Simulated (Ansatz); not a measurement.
**Sr under changes of volume**

One of the cells (56.319 Å³/atom); the others are scaled copies at fixed shape and fractional positions:

```xyz
1
Lattice="0.0000 3.0423 3.0423 3.0423 0.0000 3.0423 3.0423 3.0423 0.0000" Properties=species:S:1:pos:R:3 pbc="T T T"
Sr    0.0000    0.0000    0.0000
```

| Item | Value |
| --- | --- |
| Program | Ansatz 0.2.0 |
| Functional | PBEsol |
| Potentials or basis | Ansatz PAW |
| Cutoff | 420 eV (not typed: the program's choice for these potentials) |
| k mesh | 8 × 8 × 8 |
| Occupations | fermi-dirac, width 0.05 eV |
| Spin | no spin polarisation |

```tsv
volume (Å³/atom)	energy over the lowest point (meV/atom)	pressure (GPa)
52.940	0.00	-0.3
54.067	2.93	-0.5
55.193	7.44	-0.7
56.319	13.37	-0.9
57.446	20.58	-1.1
58.572	28.95	-1.2
59.698	?	?
```

Question: What does the run at 59.698 Å³/atom give?

Answer: Energy over the lowest point 38.35 meV/atom; pressure -1.4 GPa.

Worked out: A Birch-Murnaghan fit of order 3 (a polynomial in V^(-2/3)) to the other rows has its minimum at 51.67 Å³/atom, just outside them, with B0 = V·E''(V) = 12.8 GPa and B' = 3.8. It gives 38.36 meV/atom at 59.698 Å³/atom, against the run's 38.35, and -dE/dV = -1.4 GPa, against -1.4.

Energies are extrapolated to zero smearing.

Caveats: the PAW data sets come from PBE, with cores solved anew for the run's functional, which leaves a small shift of forces and pressure.
